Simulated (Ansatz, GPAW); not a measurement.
## A script for AgBr (PBE in single-zeta orbitals)

These are simulated results from GPAW 26.7.0, not measurements. The cell began as a database structure and was relaxed with r2SCAN in plane waves (Ansatz 0.2.0). All runs are without spin polarisation.

The symmetry is Fm-3m (No. 225, cubic); a = 5.786 Å in the conventional setting, 24.21 Å³ an atom. Ag is surrounded by 6 Br at 2.89 Å; Br is surrounded by 6 Ag at 2.89 Å.

The basis is minimal: single zeta, one radial function for each shell that the log's basis lists. It describes the filled bands fairly and the empty ones poorly.

Input script:

```python
import json
from ase import Atoms
from gpaw import GPAW, PW, FermiDirac

atoms = Atoms(['Ag', 'Ag', 'Br', 'Br'],
              cell=[[4.09211621, 0.0, 0.04146192], [0.0, 4.09190475, 0.0], [-0.05767099, 0.0, 5.78352599]],
              scaled_positions=[[0.749971426, 0.75, 0.749977886], [0.250028574, 0.25, 0.250022114], [0.249984503, 0.25, 0.750003552], [0.750015497, 0.75, 0.249996448]],
              pbc=True)
calc = GPAW(mode='lcao', basis='sz(dzp)', h=0.2, xc='PBE', kpts={'size': (4, 4, 4), 'gamma': True},
            occupations=FermiDirac(0.02), maxiter=100, legacy_gpaw=True, txt='gpaw.txt')
atoms.calc = calc
res = {'energy': atoms.get_potential_energy(force_consistent=True)}
res['electrons'] = calc.get_number_of_electrons()
res['k'] = calc.get_ibz_k_points().tolist()
res['levels'] = [calc.get_eigenvalues(kpt=i).tolist() for i in range(len(res['k']))]
points = [[0.0, 0.0, 0.0], [0.500026, 0.499974, 0.000113], [0.500026, 0.499974, 0.500113], [0.500026, 0.0, 0.500113], [0.249726, 0.0, 1.000057], [0.750325, 0.0, 0.00017], [0.750325, 0.249701, 0.00017], [0.249726, 0.249701, 1.000057]]
bands = calc.fixed_density(kpts=points, symmetry='off', txt='bands.txt')
res['points'] = [bands.get_eigenvalues(kpt=i).tolist() for i in range(len(points))]
json.dump(res, open('results.json', 'w'))
print('free energy (eV):', round(res['energy'], 5))
```

Command: `python run.py`. It took 41 s on 1 thread of Arm Neoverse V1 (shared host), peak memory 0.21 GiB.

The log gpaw.txt, trimmed of paths, versions and times, then the last line on the terminal. An iter line gives the energy in eV and the logarithms of the changes of orbitals (plane waves alone) and density (c: converged):

```
___ ___ ___ _ _ _
 |   |   |_  | | | |

 | | | | | . | | | |

 |__ |  _|___|_____|  26.7.0
 |___|_|

Input parameters:
  basis: sz(dzp)
  h: 0.2
  kpts: {gamma: True,
         size: (4, 4, 4)}
  maxiter: 100
  mode: lcao
  occupations: {fixmagmom: False,
                name: fermi-dirac,
                width: 0.02}
  xc: PBE

System changes: positions, numbers, cell, pbc, initial_charges, initial_magmoms

Initialize ...

species:
  Ag:
    name:    Silver
    Z:       47.0
    valence: 17
    core:    30
    charge:  0.0  # [|e|]
    compensation charges:
      type: gauss
      rc: 0.40  # [Å]
      lmax: 2
    cutoffs:
      filter: 2.35  # [Å]
      core: 2.19  # [Å]
    projectors
    | kind |    occ | energy [eV] | rcut [Å] |

    |------|--------|-------------|----------|

    |   5s |  1.000 |      -4.401 |    1.286 |

    |   4p |  6.000 |     -58.577 |    1.328 |

    |   5p |  0.000 |      -0.738 |    1.328 |

    |   4d | 10.000 |      -7.446 |    1.180 |

    |    s |        |      22.811 |    1.286 |

    |    d |        |      19.766 |    1.180 |

    LCAO basis set for Ag:
      Name: sz(dzp)
      Number of radial functions: 4
      Number of spherical harmonics: 12
        l=0, rc=9.2812 Bohr: 5s-sz confined orbital
        l=1, rc=3.3750 Bohr: 4p-sz confined orbital
        l=1, rc=14.2344 Bohr: 5p-sz confined orbital
        l=2, rc=5.4531 Bohr: 4d-sz confined orbital
      Number of RI-basis functions 0

  Br:
    name:    Bromine
    Z:       35.0
    valence: 7
    core:    28
    charge:  0.0  # [|e|]
    compensation charges:
      type: gauss
      rc: 0.35  # [Å]
      lmax: 2
    cutoffs:
      filter: 1.98  # [Å]
      core: 2.38  # [Å]
    projectors
    | kind |    occ | energy [eV] | rcut [Å] |

    |------|--------|-------------|----------|

    |   4s |  2.000 |     -20.121 |    1.111 |

    |   4p |  5.000 |      -7.861 |    1.111 |

    |    s |        |       7.091 |    1.111 |

    |    p |        |      19.351 |    1.111 |

    |    d |        |       0.000 |    1.111 |

    LCAO basis set for Br:
      Name: sz(dzp)
      Number of radial functions: 2
      Number of spherical harmonics: 4
        l=0, rc=5.3594 Bohr: 4s-sz confined orbital
        l=1, rc=6.8125 Bohr: 4p-sz confined orbital
      Number of RI-basis functions 0

Reference energy: -431000.148166  # eV

Spin-paired calculation

Convergence criteria:
 Maximum [total energy] change in last 3 cyles: 0.0005 eV / valence electron
 Maximum integral of absolute [dens]ity change: 0.0001 electrons / valence electron
 Maximum integral of absolute [eigenst]ate change: 4e-08 eV^2 / valence electron
 Maximum number of scf [iter]ations: 100
 (Square brackets indicate name in SCF output, whereas a 'c' in
 the SCF output indicates the quantity has converged.)

Symmetries present (total): 2

  ( 1  0  0)  (-1  0  0)
  ( 0  1  0)  ( 0 -1  0)
  ( 0  0  1)  ( 0  0 -1)

64 k-points: 4 x 4 x 4 Monkhorst-Pack grid + [1/8,1/8,1/8]
36 k-points in the irreducible part of the Brillouin zone
       k-points in crystal coordinates                weights
   0:     0.00000000    0.00000000    0.00000000          1/64
   1:     0.00000000    0.00000000    0.25000000          2/64
   2:     0.00000000    0.00000000    0.50000000          1/64
   3:     0.00000000    0.25000000   -0.25000000          2/64
   4:     0.00000000    0.25000000    0.00000000          2/64
   5:     0.00000000    0.25000000    0.25000000          2/64
   6:     0.00000000    0.25000000    0.50000000          2/64
   7:     0.00000000    0.50000000    0.00000000          1/64
   8:     0.00000000    0.50000000    0.25000000          2/64
   9:     0.00000000    0.50000000    0.50000000          1/64
          ...
  35:     0.50000000    0.50000000    0.50000000          1/64

Wave functions: LCAO
  Diagonalizer: Serial LAPACK
  Atomic Correction: dense with blas
  Data-type: complex

Occupation numbers: Fermi-Dirac:
  width: 0.0200  # eV

Eigensolver
   LCAO using direct dense diagonalizer

Densities:
  Coarse grid: 20*20*28 grid
  Fine grid: 40*40*56 grid
  Total Charge: 0.000000

Density mixing:
  Method: separate
  Backend: msr1
  Linear mixing parameter: 0.05
  old densities: 10
  Width of damping distribution: 1.1
  Damping of long wavelength oscillations: 20

Hamiltonian:
  XC and Coulomb potentials evaluated on a 40*40*56 grid
  Using the PBE Exchange-Correlation functional
  Interpolation: tri-quintic (5. degree polynomial)
  Poisson solver: FastPoissonSolver using
    Stencil: 8*3+1=25 point O(h^6) finite-difference Laplacian
    FFT axes: [np.int64(0), np.int64(1), np.int64(2)]
    FST axes: []

XC parameters: PBE with 2 nearest neighbor stencil

Memory estimate:
  Process memory now: 117.50 MiB
  Calculator: 36.93 MiB
    Density: 19.93 MiB
      Arrays: 2.22 MiB
      Localized functions: 16.00 MiB
      Mixer: 1.71 MiB
    Hamiltonian: 2.68 MiB
      Arrays: 1.45 MiB
      XC: 0.00 MiB
      Poisson: 0.00 MiB
      vbar: 1.22 MiB
    Wavefunctions: 14.33 MiB
      C [qnM]: 0.56 MiB
      S, T [2 x qmm]: 1.12 MiB
      P [aqMi]: 0.07 MiB
      BasisFunctions: 12.57 MiB
      Eigensolver: 0.00 MiB

Total number of cores used: 1

Number of atoms: 4
Number of atomic orbitals: 32
Number of bands in calculation: 32
Number of valence electrons: 48
Bands to converge: occupied
Positions:
   0 Ag     3.025718    3.068929    4.368612    ( 0.0000,  0.0000,  0.0000)
   1 Ag     1.008727    1.022976    1.456376    ( 0.0000,  0.0000,  0.0000)
   2 Br     0.979712    1.022976    4.348030    ( 0.0000,  0.0000,  0.0000)
   3 Br     3.054733    3.068929    1.476958    ( 0.0000,  0.0000,  0.0000)

Unit cell:
           periodic     x           y           z      points  spacing
  1. axis:    yes    4.092116    0.000000    0.041462    20     0.2046
  2. axis:    yes    0.000000    4.091905    0.000000    20     0.2046
  3. axis:    yes   -0.057671    0.000000    5.783526    28     0.2066

  Lengths:   4.092326   4.091905   5.783814
  Angles:   90.000000  89.990802  90.000000

Effective grid spacing dv^(1/3) = 0.2053

iter:   1    -7.948964        c
iter:   2    -7.923764        c -1.71
iter:   3    -7.804483        c -1.74
iter:   4    -7.803675        c -2.35
iter:   5    -7.803309c       c -2.68
iter:   6    -7.803306c       c -4.03c

Converged after 6 iterations.

Energy contributions relative to reference atoms: (reference = -431000.148166)

Kinetic:        +54.627491
Potential:      -46.695899
External:        +0.000000
XC:             -15.626633
Entropy (-ST):   -0.000002
Local:           -0.108264
SIC:             +0.000000
--------------------------
Free energy:     -7.803307
Extrapolated:    -7.803306

Showing only first 2 kpts
 Kpt  Band  Eigenvalues  Occupancy
  0    22      2.40999    2.00000
  0    23      2.50997    2.00000
  0    24      4.69586    0.00035
  0    25      6.21721    0.00000

  1    22      2.74699    2.00000
  1    23      2.78935    2.00000
  1    24      5.84024    0.00000
  1    25      6.75808    0.00000

Fermi level: 4.52282

Gap: 0.389 eV
Transition (v -> c):
  (s=0, k=28, n=23, [0.50, 0.00, 0.50]) -> (s=0, k=0, n=24, [0.00, 0.00, 0.00])
Direct/indirect transitions are different
Direct gap: 2.186 eV
Transition at: (s=0, k=0, n=23, [0.00, 0.00, 0.00])

free energy (eV): -7.80331
```

The gap in the log is over the mesh alone; results.json adds the listed points. PBE in single-zeta orbitals gives a gap of 0.39 eV. On the same cell, plane-wave PBE (Ansatz, 6×6×4 k points and the special points) gives a gap of 0.68 eV and r2SCAN a gap of 1.29 eV; on shared hosts these took about 10 and 23 core-seconds on the 4-atom cell, against 41 for the script. Semilocal gaps usually lie below measured ones.

Spin-orbit coupling is left out.
